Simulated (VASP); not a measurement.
# GaN: optical spectrum of independent particles, by functional and spin-orbit coupling

GaN, P6_3mc (no. 186), 4 atoms in the cell.

| Functional | Spin-orbit coupling | ε at zero frequency, electronic | Mean energy of the absorption, weighted by Im ε (eV) | Refractive index at 1064 nm | Direct gap on the mesh (eV) | Time (s) |
|---|---|---|---|---|---|---|
| PBE | no | 6.20 | 9.15 | 2.58 | 1.97 | 25 |
| LDA | no | 6.29 | 9.07 | 2.59 | 1.99 | 23 |
| PBEsol | no | 6.36 | 9.07 | 2.61 | 1.93 | 21 |
| r2SCAN | no | 5.49 | 9.81 | 2.39 | 2.38 | 112 |
| RPBE | no | 6.08 | 9.23 | 2.54 | 2.03 | 25 |
| PBE | yes | 6.20 | 9.15 | 2.58 | 1.97 | 117 |

Limits: The 6×6×4 mesh is coarse for a spectrum: peaks stand apart that a denser mesh merges, and ε at zero frequency can be far too high; the pull between electron and hole is left out; the onset follows the functional's gap, which semilocal functionals usually make too small.

## Input of the first row

INCAR:
```
SYSTEM = GaN
PREC = Accurate
ENCUT = 460
ISMEAR = 0
SIGMA = 0.02
EDIFF = 1E-7
LASPH = .TRUE.
KPAR = 4
LWAVE = .TRUE.
LCHARG = .FALSE.
LOPTICS = .TRUE.
ALGO = Normal
NBANDS = 42
NEDOS = 2000
CSHIFT = 0.1
GGA = PE
```

KPOINTS:
```
k-points
0
Gamma
  6 6 4
```

POSCAR:
```
GaN
1.0
    3.1800000000      0.0000000000      0.0000000000
   -1.5900000000      2.7539607840      0.0000000000
    0.0000000000      0.0000000000      5.1660000000
Ga N
2 2
Direct
    0.6666666667      0.3333333333      0.5000000000
    0.3333333333      0.6666666667      0.0000000000
    0.6666666667      0.3333333333      0.8750000000
    0.3333333333      0.6666666667      0.3750000000
```

Commands:
```
cat potpaw_PBE.64/Ga_d/POTCAR potpaw_PBE.64/N/POTCAR > POTCAR
mpirun -np 4 vasp_std > vasp.out
```

Changes of the last row against the first:
```
- NBANDS = 42
+ NBANDS = 84
+ LSORBIT = True
+ MAGMOM = 12*0
+ GGA_COMPAT = False
- vasp_std
+ vasp_ncl
```

VASP 6.6.1 took 25 s on 4 cores (AMD EPYC 7R43 (Zen 3)), a shared host.
